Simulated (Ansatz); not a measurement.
Here is an Ansatz 0.2.0 calculation.

The input input.yaml:

```yaml
crystal:
  lattice:
    - [-1.60842, 1.60842, 1.87318]
    - [1.60842, -1.60842, 1.87318]
    - [1.60842, 1.60842, -1.87318]
  atoms:
    - { symbol: Ge, position: [0.5, 0.5, 0.0] }
hamiltonian:
  xc: r2scan
  pseudopotentials: { kind: paw }
kpoints:
  mp_grid: { grid: [12, 12, 12] }
  band_path:
    path:
      - [[0.0, 0.0, 0.0], [0.0, 0.0, 0.5], [-0.3686463256, 0.3686463256, 0.5], [-0.4343231628, 0.4343231628, 0.4343231628], [0.0, 0.0, 0.0], [0.5, 0.5, -0.5], [0.4343231628, 0.5656768372, -0.4343231628], [0.0, 0.5, 0.0], [0.25, 0.25, 0.25], [0.5, 0.5, -0.3686463256], [0.5, 0.5, -0.5]]
      - [[0.0, 0.0, 0.5], [0.25, 0.25, 0.25]]
    npoints: 14
scf:
  occupations: { method: fermi_dirac, width: 0.05 }
  n_extra_bands: 6
output:
  forces: true
  stress: true
  eigenvalues: true
  fatbands: true
```

Potentials or basis: Ansatz PAW.

Command:

```bash
$ ansatz run input.yaml --threads 2 --pin off --max-ram 5632MiB --backend cpu --events-out ev --progress --plain --runs-dir out
```

**Question.** Estimate the pressure.

**Answer.** -1.4 GPa.

**Question.** Predict the band gap on the k mesh.

**Answer.** None (metal or under the smearing width).

Levels at the corners of the path, in eV from the Fermi level:
| point | band 5 | band 6 | band 7 | band 8 | band 9 | band 10 |
| --- | --- | --- | --- | --- | --- | --- |
| Γ | -25.45 | -13.74 | 8.94 | 9.29 | 9.29 | 14.34 |
| X | -25.40 | -7.00 | -5.21 | 3.15 | 4.86 | 8.13 |
| Y | -25.41 | -4.27 | -2.22 | -1.20 | 0.36 | 7.31 |
| S | -25.42 | -4.07 | -2.49 | -0.55 | 0.91 | 5.36 |
| Γ | -25.45 | -13.74 | 8.94 | 9.29 | 9.29 | 14.34 |
| Z | -25.42 | -3.61 | -2.77 | 0.64 | 0.64 | 4.90 |
| S1 | -25.42 | -4.07 | -2.49 | -0.55 | 0.91 | 5.36 |
| N | -25.42 | -8.17 | -5.73 | 5.25 | 7.70 | 10.89 |
| P | -25.46 | -5.94 | -2.25 | -2.25 | -1.25 | 18.00 |
| Y1 | -25.41 | -4.27 | -2.22 | -1.20 | 0.36 | 7.31 |
| Z | -25.42 | -3.61 | -2.77 | 0.64 | 0.64 | 4.90 |
| X | -25.40 | -7.00 | -5.21 | 3.15 | 4.86 | 8.13 |
| P | -25.46 | -5.94 | -2.25 | -2.25 | -1.25 | 18.00 |

Caveat: the PAW data sets come from PBE, with cores solved anew for the run's functional, which leaves a small shift of forces and pressure.
